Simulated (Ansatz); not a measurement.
# TiO2 (Imma) in Ansatz: further runs

The runs below take TiO2 through relaxation of cell and atoms, single point, with PBE+U, PBE.

All numbers are computed with Ansatz 0.2.0; they aren't measurements. Logs are shortened: lines on timing, memory, paths and dates and some standing lists are left out, and cuts for length are marked.

**1. The structure**

It takes space group Imma (No. 74, orthorhombic). The conventional cell has a = 5.946 Å, b = 6.575 Å, c = 6.575 Å, α = 90.00°, β = 90.00°, γ = 90.00°. Ti (site symmetry 2/m) is surrounded by 6 O at 1.96 to 2.00 Å. Around Ti (site symmetry mm2) lie 6 O at 1.94 to 2.00 Å. Around O (site symmetry m) lie 3 Ti at 1.94 to 2.00 Å. Around O (site symmetry m) lie 3 Ti at 1.96 to 2.00 Å.

The cell is a database's computed one.

**2. Relaxation of cell and atoms, PBE+U**

Input file input.yaml:

```yaml
crystal:
  lattice:
    - [-2.97316, 3.287369, 3.287402]
    - [2.97316, -3.287369, 3.287402]
    - [2.97316, 3.287369, -3.287402]
  atoms:
    - { symbol: Ti, position: [0.0, 0.5, 0.0] }
    - { symbol: Ti, position: [0.0, 0.0, 0.5] }
    - { symbol: Ti, position: [0.495245, 0.245245, 0.25] }
    - { symbol: Ti, position: [0.504755, 0.754755, 0.75] }
    - { symbol: O, position: [0.695081, 0.69523, 0.500149] }
    - { symbol: O, position: [0.695081, 0.194932, 0.999851] }
    - { symbol: O, position: [0.804516, 0.749617, 0.054899] }
    - { symbol: O, position: [0.194718, 0.749617, 0.445101] }
    - { symbol: O, position: [0.805282, 0.250383, 0.554899] }
    - { symbol: O, position: [0.304919, 0.805068, 0.000149] }
    - { symbol: O, position: [0.195484, 0.250383, 0.945101] }
    - { symbol: O, position: [0.304919, 0.30477, 0.499851] }
hamiltonian:
  xc: pbe
  pseudopotentials: { kind: paw }
  hubbard: { sites: [{ species: Ti, l: d, u_eff: 3.0 }] }
kpoints:
  mp_grid: { grid: [6, 6, 6] }
scf:
  occupations: { method: fermi_dirac, width: 0.05 }
output:
  forces: true
  stress: true
  eigenvalues: true
relax:
  f_tol: 0.01
  max_steps: 40
  cell: { stress_tol: 0.05 }
```

Potentials or basis: Ansatz PAW.

Run with:

```sh
ansatz run input.yaml --threads 4 --pin off --max-ram 11264MiB --backend cpu --events-out ev --progress --plain --runs-dir out
```

The program printed:

```text
Warning: RAYON_NUM_THREADS=4 ignored (pool sized by the plan → 4); use --threads N
Ti: projections on atomic orbitals take those of the free atom [Ne] 3s2 3p6 3d2 4s2, of charge +0.00 (hamiltonian.pseudopotentials.projection_atoms); the dataset's partial waves leave at most 4.1e-7 of an orbital's norm unspanned inside its sphere
O: projections on atomic orbitals take those of the free atom [He] 2s2 2p4, of charge +0.00 (hamiltonian.pseudopotentials.projection_atoms); the dataset's partial waves leave at most 1.9e-8 of an orbital's norm unspanned inside its sphere
Engine: ansatz 0.2.0, aarch64-unknown-linux-gnu
Pseudopotentials: kind: paw
Pseudopotential: Ti, paw, valence charge 12, recommended cutoff 420 eV (normal), Ti.paw.azcp
Pseudopotential: O, paw, valence charge 6, recommended cutoff 420 eV (normal), O.paw.azcp
Functional definition: PBE
  parameter kappa = 0.804
  parameter beta = 0.06672455060314922
  exchange = pbe_x(kappa = kappa, mu = beta*pi^2/3)
  correlation = pbe_c(beta = beta)
Crystal: 12 atoms, lattice volume = 128.523 Å³
Basis set: ecut = 420 eV, 2497 PW (Γ), exchange–correlation on 80×80×80 points (8 copies of the dense FFT grid, shifted against one another)
Bands: 60, of which v1, the nominal top of the filled ones, is band 48 counted from 1 (47 counted from 0)
Symmetry: 8 space group operations
Space group: Imma (ITA 74), of the structure as read, at distance tolerance 5.0e-5 Å
k-points: 46 of 216
Non-local potential: Ti, projectors of the file, l = 0: 3, l = 1: 2, l = 2: 3, l = 3: 1
Non-local potential: O, projectors of the file, l = 0: 2, l = 1: 2, l = 2: 1
PAW form: soft (Blöchl's): semilocal exchange-correlation on the pseudo side does not see the compensation charge
PAW one-centre angular grid: Ti, 590 points (default); XC on 64 Gauss nodes
PAW one-centre angular grid: O, 110 points (default); XC on 64 Gauss nodes
Initial density: superposition of atomic densities (chi_scale 0.1, normalization cell, long waves of neutral atoms under a Hubbard term (reshape's long-wave potential 0.00 eV rms, cloud 2.26 Å wide))
Initial wavefunctions: pseudopotential atomic-orbital guess
Functional: x = pbe(κ = 0.804, μ = 0.2195149727645171), c = pbe(β = 0.06672455060314922)
SCF iter   1: F=—  HF=-14545.685444 eV  |F-HF|=—  |Δ(HF+E_count)|=         —  Δρ=8.58e-2  dr2=9.78e0  ethr=3.10e-3  ⟨swp⟩=5.0  Hψ=10045  notcnv=0
preconditioner: auto → Resta (q_TF=auto, 2.599 Å⁻¹)  ε∞=7.7  [insulator: Δε(μ)=2.861 eV  Ē_g=10.153 eV  σ=0.050 eV  W_gap=1.00  n_scr=42 (ndim 8)  ℏωp=26.2 eV  f_vac=0.000  D(μ)=0.00/eV (n_scr^D=0)  ε∞_Penn≈7.7]
SCF iter   2: F=—  HF=-14544.703911 eV  |F-HF|=—  |Δ(HF+E_count)|=   9.82e-1  Δρ=5.17e-2  dr2=2.24e0  ethr=3.10e-3  ⟨swp⟩=3.0  Hψ=5153  notcnv=0  defer=238
SCF iter   3: F=—  HF=-14544.571104 eV  |F-HF|=—  |Δ(HF+E_count)|=   1.33e-1  Δρ=2.43e-2  dr2=6.14e-1  ethr=2.34e-3  ⟨swp⟩=2.2  Hψ=3945  notcnv=0  defer=238
SCF iter   4: F=—  HF=-14544.659723 eV  |F-HF|=—  |Δ(HF+E_count)|=   8.86e-2  Δρ=7.39e-3  dr2=7.65e-2  ethr=6.39e-4  ⟨swp⟩=2.3  Hψ=3726  notcnv=0  defer=205
SCF iter   5: F=—  HF=-14544.672445 eV  |F-HF|=—  |Δ(HF+E_count)|=   1.27e-2  Δρ=1.82e-3  dr2=7.04e-3  ethr=7.97e-5  ⟨swp⟩=2.5  Hψ=4334  notcnv=0  defer=165
SCF iter   6: F=—  HF=-14544.675748 eV  |F-HF|=—  |Δ(HF+E_count)|=   3.30e-3  Δρ=5.64e-4  dr2=4.13e-4  ethr=7.33e-6  ⟨swp⟩=2.0  Hψ=4038  notcnv=0  defer=154
SCF iter   7: F=—  HF=-14544.675861 eV  |F-HF|=—  |Δ(HF+E_count)|=   1.13e-4  Δρ=3.70e-4  dr2=1.80e-4  ethr=4.30e-7  ⟨swp⟩=2.0  Hψ=3980  notcnv=0  defer=154
SCF iter   8: F=—  HF=-14544.675844 eV  |F-HF|=—  |Δ(HF+E_count)|=   1.73e-5  Δρ=8.84e-5  dr2=1.04e-5  ethr=1.88e-7  ⟨swp⟩=2.0  Hψ=3756  notcnv=0  defer=154
SCF iter   9: F=—  HF=-14544.675845 eV  |F-HF|=—  |Δ(HF+E_count)|=   8.25e-7  Δρ=2.96e-5  dr2=1.16e-6  ethr=1.09e-8  ⟨swp⟩=2.0  Hψ=4031  notcnv=0  defer=154
SCF iter  10: F=—  HF=-14544.675845 eV  |F-HF|=—  |Δ(HF+E_count)|=   4.73e-7  Δρ=1.35e-5  dr2=2.20e-7  ethr=1.20e-9  ⟨swp⟩=2.0  Hψ=3884  notcnv=0  defer=154
SCF iter  11: F=-14544.675845 eV  HF=-14544.675845 eV  |F-HF|=3.13e-9  |Δ(HF+E_count)|=   1.62e-8  Δρ=2.61e-6  dr2=7.15e-9  ethr=1.04e-10  ⟨swp⟩=10.5  Hψ=10762  notcnv=0
SCF 1 converged in 11 iterations: F = -14544.675845 eV  dr2 = 7.15e-9
relax step   1: F+E_penalty+E_count = -14544.67584522 eV  Δ(F+E_penalty+E_count) = +0.000e0 eV  max|allowed force component| = 8.942e-2 eV/Å  Δτ_max = 0.0000 Å  P = +1.079 GPa  Ω = 128.523 Å³  (11 SCF iters, dr2 threshold 1.00e-7 eV, accepted)
[... 68 lines left out ...]
SCF converged after 5 iterations
Free energy (F): -14544.687199 eV
Harris-Foulkes:  -14544.687199 eV  (|F-HF|=1.46e-11)
Internal energy: -14544.687199 eV  (E = F + TS)
E sigma→0 (E₀):  -14544.687199 eV
Fermi energy:    9.967899 eV
--- Per-component energies (eV) ---
  E_band       = -827.249917
  E_kinetic    = 2485.877608
  E_local      = -6264.719484  (includes V_loc(G=0)·N_el)
  E_nonlocal   = 388.086122
  E_hartree    = 2374.803758
  E_xc         = -984.687269
  E_vxc        = -1246.873239  (∫ρ·V_xc dr)
  E_hubbard    = 9.642609  (on-site DFT+U / exact-exchange correction)
  E_vhub       = 6.664347  (the Hubbard potential's part of the band-sum identity)
  E_paw        = -5440.409056  (= ΣΔE_a)
  E_vpaw       = -945.913370  (= ΣTr[D̂ρ^β])
  E_aug_tail   = 0.020527  (compensation charges beyond the density's cutoff)
  E_ewald      = -7113.302014
  E_smearing   = -0.000000  (= −TS)
  E_closure    = 0.000000  (closes the sum)
  Σ components = -14544.687199   (vs F -14544.687199, Δ=0.00e0)
--- Forces (eV/Å), atoms counted from 1 ---
  atom   1  Ti    -0.00000000     0.00000000     0.00000000
  atom   2  Ti     0.00000000     0.00000000     0.00000000
  atom   3  Ti     0.00000000     0.00000000     0.00017373
  atom   4  Ti     0.00000000     0.00000000    -0.00017373
  atom   5  O     -0.00009604    -0.00000000    -0.00003927
  atom   6  O      0.00009604    -0.00000000    -0.00003927
  atom   7  O      0.00000000     0.00031335     0.00003276
  atom   8  O      0.00000000    -0.00031335     0.00003276
  atom   9  O      0.00000000     0.00031335    -0.00003276
  atom  10  O     -0.00009604     0.00000000     0.00003927
  atom  11  O      0.00000000    -0.00031335    -0.00003276
  atom  12  O      0.00009604     0.00000000     0.00003927
  max |Σ_I F_I| component: 5.42e-20 eV/Å
--- Stress (GPa, compression-positive) ---
        0.001425       0.000000       0.000000
        0.000000       0.001401       0.000000
        0.000000       0.000000      -0.001334
  P = ⅓ Tr σ = 0.0005 GPa (0.005 kbar)
--- Band table (eV; the first three rows and the last of 46) ---
  k-point 0: bands = ["-48.8641", "-48.8488", "-48.8228", "-48.8228", "-25.2976", "-25.2976", "-25.1102", "-25.1101", "-24.9877", "-24.9877", "-24.9858", "-24.9857", "-24.9741", "-24.9740", "-24.9363", "-24.9078", "-9.2224", "-7.9944", "-7.8859", "-7.8858", "-7.7061", "-7.7060", "-7.4140", "-7.4139", "3.2954", "3.7743", "4.3329", "4.3329", "4.3927", "4.4296", "4.4296", "5.1612", "5.1613", "5.4435", "5.4435", "6.1645", "6.1645", "6.3436", "6.3436", "6.8650", "7.7434", "7.7435", "8.1443", "8.2149", "8.2149", "8.4515", "8.4515", "8.9308", "11.1031", "11.3319", "11.5657", "11.6083", "11.6084", "11.7084", "11.7085", "12.1883", "12.1884", "12.3250", "12.3251", "12.9461"]
  k-point 1: bands = ["-48.8613", "-48.8477", "-48.8253", "-48.8251", "-25.2750", "-25.2731", "-25.1041", "-25.0961", "-25.0083", "-25.0051", "-24.9820", "-24.9734", "-24.9726", "-24.9725", "-24.9597", "-24.9345", "-9.1101", "-7.9680", "-7.9416", "-7.8556", "-7.7707", "-7.6847", "-7.4820", "-7.4471", "3.4612", "3.9030", "4.2227", "4.3906", "4.4307", "4.5268", "4.5458", "5.0898", "5.0899", "5.4054", "5.5654", "6.2992", "6.3117", "6.3515", "6.5134", "6.7049", "7.5692", "7.6491", "7.7248", "8.0464", "8.1606", "8.1750", "8.2691", "8.8371", "11.2794", "11.5235", "11.5452", "11.5479", "11.7419", "11.7643", "11.8138", "12.1317", "12.2549", "12.2698", "12.4032", "13.1388"]
  k-point 2: bands = ["-48.8536", "-48.8441", "-48.8324", "-48.8310", "-25.2120", "-25.2060", "-25.0873", "-25.0648", "-25.0350", "-25.0288", "-25.0171", "-25.0164", "-24.9816", "-24.9765", "-24.9691", "-24.9660", "-8.8090", "-8.0846", "-7.9050", "-7.8909", "-7.7722", "-7.6919", "-7.6349", "-7.5365", "3.7759", "4.3033", "4.3331", "4.4186", "4.4528", "4.6321", "4.7025", "4.9870", "5.2913", "5.3382", "5.7794", "5.9656", "6.5549", "6.5598", "6.5667", "6.7806", "6.8493", "7.0657", "7.4463", "7.7251", "7.8699", "7.8948", "8.1639", "8.5527", "11.4246", "11.4760", "11.5184", "11.9013", "11.9681", "12.0633", "12.0785", "12.0944", "12.1496", "12.2664", "12.5978", "12.9640"]
  k-point 45: bands = ["-48.8538", "-48.8537", "-48.8220", "-48.8220", "-25.2984", "-25.2984", "-25.1198", "-25.1197", "-24.9863", "-24.9863", "-24.9848", "-24.9847", "-24.9680", "-24.9680", "-24.9219", "-24.9219", "-8.5231", "-8.5230", "-7.8174", "-7.8173", "-7.8052", "-7.8051", "-7.5368", "-7.5367", "3.5398", "3.5399", "4.5252", "4.5252", "5.0979", "5.0979", "5.2491", "5.2492", "5.4276", "5.4277", "6.0760", "6.0760", "6.1449", "6.1450", "6.7536", "6.7537", "6.9559", "6.9560", "7.4853", "7.4854", "7.5374", "7.5375", "7.8227", "7.8227", "11.0870", "11.0871", "11.6260", "11.6260", "11.9971", "11.9972", "12.2691", "12.2692", "12.6284", "12.6284", "12.7811", "12.7812"]
Occupation matrices written to <dir>
--- Relaxed structure (5 steps of the walk, 5 accepted, 2 SCFs on fresh bases) ---
  F+E_penalty+E_count = -14544.68719855 eV   max|allowed force component| = 3.133e-4 eV/Å   (the final SCF, on the basis selected at the relaxed cell)
  cell:  # Å, volume = 129.0139 Å³
    - [-2.9948100249174523, 3.2817258068447783, 3.28174664672578]
    - [2.9948100249174523, -3.2817258068447783, 3.28174664672578]
    - [2.9948100249174523, 3.2817258068447783, -3.28174664672578]
  atoms:
    - { symbol: Ti, position: [-5.551115123125783e-17, 0.5, 0.0] }
    - { symbol: Ti, position: [5.551115123125783e-17, 5.551115123125783e-17, 0.5000000000000001] }
    - { symbol: Ti, position: [0.4999909027774813, 0.24999090277748126, 0.25000000000000006] }
    - { symbol: Ti, position: [0.5000090972225189, 0.7500090972225189, 0.7500000000000002] }
    - { symbol: O, position: [0.6944916531074945, 0.6944952335534256, 0.5000035804459311] }
    - { symbol: O, position: [0.6944916531074945, 0.1944880726615635, 0.9999964195540689] }
    - { symbol: O, position: [0.8055044415447774, 0.74999723768716, 0.055507203857617274] }
    - { symbol: O, position: [0.19449003382954272, 0.7499972376871602, 0.4444927961423828] }
    - { symbol: O, position: [0.8055099661704574, 0.25000276231284, 0.5555072038576174] }
    - { symbol: O, position: [0.30550834689250544, 0.8055119273384366, 3.580445931072873e-6] }
    - { symbol: O, position: [0.19449555845522262, 0.25000276231284, 0.9444927961423828] }
    - { symbol: O, position: [0.3055083468925055, 0.30550476644657437, 0.499996419554069] }
```

Run time: 50 s. Hardware: 4 threads of Arm Neoverse V2, shared host; peak memory 0.89 GiB.

What came out:

```yaml
Free_energy: -14544.6872 eV
Relaxed_volume: 10.75 Å³/atom
Relaxed_cell: a = 5.523 Å, b = 5.523 Å, c = 5.523 Å, α = 114.33°, β = 107.10°, γ = 107.10°
Space_group_after_relaxing_to_0.05_Å: P4_2/mnm (No. 136)
Energy_gained_by_relaxing: 0.9 meV/atom
Ionic_steps: 7
Pressure_after_relaxing: 0.0 GPa
Band_gap_on_the_k_mesh: 2.16 eV
```

The path:
```csv
step,energy change (eV),largest force (eV/Å),volume (Å³)
1,0.0000,0.0894,128.52
2,-0.0061,0.0766,128.91
3,-0.0069,0.0726,129.03
4,-0.0092,0.0024,129.00
5,-0.0113,0.0023,129.00
6,-0.0113,0.0003,129.01
7,-0.0114,0.0003,129.01
```

Final structure:
```yaml
crystal:
  lattice:
    - [-2.99481, 3.28173, 3.28175]
    - [2.99481, -3.28173, 3.28175]
    - [2.99481, 3.28173, -3.28175]
  atoms:
    - { symbol: Ti, position: [0.00000, 0.50000, 0.00000] }
    - { symbol: Ti, position: [0.00000, 0.00000, 0.50000] }
    - { symbol: Ti, position: [0.49999, 0.24999, 0.25000] }
    - { symbol: Ti, position: [0.50001, 0.75001, 0.75000] }
    - { symbol: O, position: [0.69449, 0.69450, 0.50000] }
    - { symbol: O, position: [0.69449, 0.19449, 0.00000] }
    - { symbol: O, position: [0.80550, 0.75000, 0.05551] }
    - { symbol: O, position: [0.19449, 0.75000, 0.44449] }
    - { symbol: O, position: [0.80551, 0.25000, 0.55551] }
    - { symbol: O, position: [0.30551, 0.80551, 0.00000] }
    - { symbol: O, position: [0.19450, 0.25000, 0.94449] }
    - { symbol: O, position: [0.30551, 0.30550, 0.50000] }
```

Levels at points of the mesh, in eV from the valence-band top:
```csv
k point,band 45,band 46,band 47,band 48,band 49,band 50,band 51,band 52
"(0.00, 0.00, 0.00)",-0.72,-0.48,-0.48,0.00,2.17,2.40,2.63,2.68
"(0.00, 0.00, -0.50)",-1.21,-1.21,-0.64,-0.64,2.49,2.49,2.82,2.82
"(0.00, -0.50, 0.00)",-1.21,-1.21,-0.64,-0.64,2.49,2.49,2.82,2.82
"(0.00, -0.50, -0.50)",-1.03,-1.03,-0.74,-0.74,2.19,2.19,2.74,2.74
"(-0.50, -0.50, -0.50)",-1.39,-1.39,-1.11,-1.11,2.16,2.16,2.70,2.70
```

Eigenvalues of the final occupation matrices:
```csv
site,spin,trace,eigenvalues
site 1,1,1.05,0.13 0.16 0.16 0.29 0.31
site 2,1,1.05,0.13 0.16 0.16 0.29 0.31
site 3,1,1.05,0.13 0.16 0.16 0.29 0.31
site 4,1,1.05,0.13 0.16 0.16 0.29 0.31
```

Caveat: the plane-wave basis is chosen anew once the cell has moved, so the energies of steps on either side of that aren't comparable; the pressure holds a Pulay correction of +0.7 GPa for the finite cutoff.

(Continued in part 2 of 2.)
